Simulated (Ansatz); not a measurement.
The system is Ti.

```xyz
1
Lattice="0.0000 2.0300 2.0300 2.0300 0.0000 2.0300 2.0300 2.0300 0.0000" Properties=species:S:1:pos:R:3 pbc="T T T"
Ti    0.0000    0.0000    0.0000
```

This isn't the form of Ti at room conditions, which is hcp.

Below is the output of Ansatz 0.2.0 for this cell. Logs are shortened: lines on timing, memory, paths and dates and some standing lists are left out, and cuts for length are marked.

```text
Warning: RAYON_NUM_THREADS=1 ignored (pool sized by the plan → 1); use --threads N
Engine: ansatz 0.2.0, aarch64-unknown-linux-gnu
Pseudopotentials: kind: paw_fr
Pseudopotential: Ti, paw_fr, valence charge 12, recommended cutoff 420 eV (normal), Ti.paw.azcp#standard-fr
Functional definition: PBE
  parameter kappa = 0.804
  parameter beta = 0.06672455060314922
  exchange = pbe_x(kappa = kappa, mu = beta*pi^2/3)
  correlation = pbe_c(beta = beta)
non-collinear run that drives no moment, with spin-orbit: no starting moment large enough to seed its density (crystal.atoms[].spin), no starting occupations that ask for one, no magnetisation constraint and no magnetic field, so the semilocal B_xc is pinned to zero
Crystal: 1 atoms, lattice volume = 16.731 Å³
Basis set: ecut = 420 eV, 331 PW (Γ), exchange–correlation on 40×40×40 points (8 copies of the dense FFT grid, shifted against one another)
Bands: 20, of which v1, the nominal top of the filled ones, is band 12 counted from 1 (11 counted from 0)
Symmetry: 48 space group operations + 48 with time reversal
Magnetic group: BNS 225.117 (UNI 1619), of the structure as read, at distance tolerance 2.6e-5 Å
k-points: 29 of 512
Projection manifold: j_resolved (fully-relativistic pseudo-atomic orbitals)
Non-local potential: Ti, projectors of the file, l = 0: 3, l = 1: 4, l = 2: 6, l = 3: 2
PAW form: soft (Blöchl's): semilocal exchange-correlation on the pseudo side does not see the compensation charge
PAW one-centre angular grid: Ti, 590 points (default); XC on 96 Gauss nodes
Initial density: superposition of atomic densities (chi_scale 0.1, normalization cell)
Initial wavefunctions: pseudopotential atomic-orbital guess
Functional: x = pbe(κ = 0.804, μ = 0.2195149727645171), c = pbe(β = 0.06672455060314922)
[... 79 lines left out ...]
  E_ewald      = -1170.804918
  E_smearing   = -0.000290  (= −TS)
  E_closure    = -0.000000  (closes the sum)
  Σ components = -2499.666973   (vs F -2499.666973, Δ=0.00e0)
--- Forces (eV/Å), atoms counted from 1 ---
  atom   1  Ti     0.00000000     0.00000000     0.00000000
  max |Σ_I F_I| component: 4.03e-31 eV/Å
--- Stress (GPa, compression-positive) ---
        4.378742      -0.000000      -0.000000
       -0.000000       4.378742      -0.000000
        0.000000      -0.000000       4.378742
  P = ⅓ Tr σ = 4.3787 GPa (43.787 kbar)
--- Band table (eV; the first three rows and the last of 29) ---
  k-point 0: bands = ["-42.7535", "-42.7535", "-19.0344", "-19.0344", "-18.3638", "-18.3638", "-18.3638", "-18.3638", "7.7124", "7.7124", "14.7425", "14.7425", "14.7425", "14.7425", "14.7699", "14.7699", "16.4744", "16.4744", "16.4744", "16.4744"]
  k-point 1: bands = ["-42.7327", "-42.7327", "-19.0838", "-19.0838", "-18.4434", "-18.4434", "-18.3783", "-18.3783", "8.2236", "8.2236", "14.4496", "14.4496", "14.9069", "14.9069", "14.9321", "14.9321", "16.3743", "16.3743", "16.3825", "16.3825"]
  k-point 2: bands = ["-42.6822", "-42.6822", "-19.2315", "-19.2315", "-18.6008", "-18.6008", "-18.4132", "-18.4132", "9.5427", "9.5427", "13.9250", "13.9250", "15.0027", "15.0027", "15.0392", "15.0392", "16.5368", "16.5368", "16.5591", "16.5591"]
  k-point 28: bands = ["-42.5630", "-42.5630", "-19.4498", "-19.4498", "-18.8610", "-18.8610", "-18.7040", "-18.7040", "12.2511", "12.2511", "13.4513", "13.4513", "13.4639", "13.4639", "16.0772", "16.0772", "17.8944", "17.8944", "22.5401", "22.5401"]
--- Elastic constants: 2 strain directions × 2 members + reference (group order 96) ---
  dense FFT box of the reference and of every strained cell: 20×20×20
  strains applied: 11, 23; error gains: componentwise 1.00 (the most a stress slope's error grows in a printed constant), spectral 1.73 (1 for all six strains in a standard setting)
  C = ∂σ_k/∂η_j (tension-positive GPa; Voigt order 11 22 33 23 13 12):
       195.146     88.450     88.450     -0.000      0.000      0.000
        88.450    195.146     88.450      0.000      0.000      0.000
        88.450     88.450    195.146      0.000     -0.000     -0.000
         0.000      0.000      0.000     51.639     -0.000      0.000
        -0.000      0.000     -0.000     -0.000     51.639      0.000
        -0.000     -0.000      0.000      0.000     -0.000     51.639
  reference stress σ⁰ (GPa):     -4.379     -4.379     -4.379      0.000      0.000      0.000
  C* (energy form; C + prestress term) asymmetry max|C*_kj − C*_jk| = 2.842e-14 GPa — a small one proves nothing (zero by symmetry where the batch's group is 432, −43m or m−3m); a large one is finite-difference/SCF noise where every solve meets its electron count
  moduli (Voigt/Reuss/Hill, GPa): K = 124.02/124.02/124.02   G = 52.32/52.31/52.32   E = 137.60   ν = 0.315
  mechanically stable: yes (min eigenvalue of sym C = 51.64 GPa)
  strain η (Voigt 11):  stress-route row diagonal C_11 = 195.15 GPa, energy-path curvature d²(F+E_count+ΔE)/dδ²/Ω₀ = 195.14 GPa
         δ    σ_11 (GPa)             F (eV)   n_scf  n_hpsi   n_pw
    -2.000e-3      -4.7679       -2499.6660193       6    7072    334   relax 0 steps, max|allowed force component| 0.00e0 eV/Å
     2.000e-3      -3.9874       -2499.6678468       6    7791    342   relax 0 steps, max|allowed force component| 0.00e0 eV/Å
  strain η (Voigt 23):  stress-route row diagonal C_44 = 51.64 GPa, energy-path curvature d²(F+E_count+ΔE)/dδ²/Ω₀ = 53.75 GPa
         δ    σ_23 (GPa)             F (eV)   n_scf  n_hpsi   n_pw
    -2.000e-3      -0.1033       -2499.6669632       6   12666    342   relax 0 steps, max|allowed force component| 0.00e0 eV/Å
     2.000e-3       0.1033       -2499.6669632       5    9880    342   relax 0 steps, max|allowed force component| 0.00e0 eV/Å
```

Problem. Write the input and the command behind it.

Solution. Elastic constants with PBE, spin-orbit coupling, no magnetisation. The files as run (others can give the same):

input.yaml
```yaml
crystal:
  lattice:
    - [0.0, 2.03, 2.03]
    - [2.03, 0.0, 2.03]
    - [2.03, 2.03, 0.0]
  atoms:
    - { symbol: Ti, position: [0.0, 0.0, 0.0] }
hamiltonian:
  xc: pbe
  pseudopotentials: { kind: paw_fr }
kpoints:
  mp_grid: { grid: [8, 8, 8] }
scf:
  occupations: { method: gaussian, width: 0.025 }
output:
  forces: true
  stress: true
elastic:
  mode: relaxed_ion
  stencil: two_point
magnetization:
  noncollinear: true
  spin_orbit: true
```

Potentials or basis: Ansatz PAW.
The run is started by
```sh
$ ansatz run input.yaml --threads 1 --pin off --max-ram 2560MiB --backend cpu --events-out ev --progress --plain --runs-dir out
```

Caveat: the cell is more than 3 GPa from zero pressure, which shifts response properties; elastic constants of metals need much finer meshes, so these are rough.
